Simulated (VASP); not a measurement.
Crystal: BN.

```
B N
1.0
     0.00000    1.80334    1.80334
     1.80334    0.00000    1.80334
     1.80334    1.80334    0.00000
B N
1 1
Direct
  0.00000 0.00000 0.00000
  0.25000 0.25000 0.25000
```

The cell is a database's computed one.

Program: VASP 6.6.1. Alike in all runs: task single point; no spin polarisation; cell as given; k mesh 12 × 12 × 12; smearing gaussian 0.02 eV. Hardware: 1 thread of Intel(R) Xeon(R) 6975P-C (Granite Rapids), with other jobs on the host.

**Question.** Order these runs on this cell by their wall time, lowest first.
A. level PBEsol; potentials or basis VASP PAW PBE potentials, release 64 (B_h, N_h); cutoff (eV) 900
B. level r2SCAN; potentials or basis VASP PAW PBE potentials, release 64 (B, N); cutoff (eV) 520
C. level PBEsol; potentials or basis VASP PAW PBE potentials, release 64 (B, N); cutoff (eV) 700

**Answer.** C (5 s), A (10 s), B (22 s).
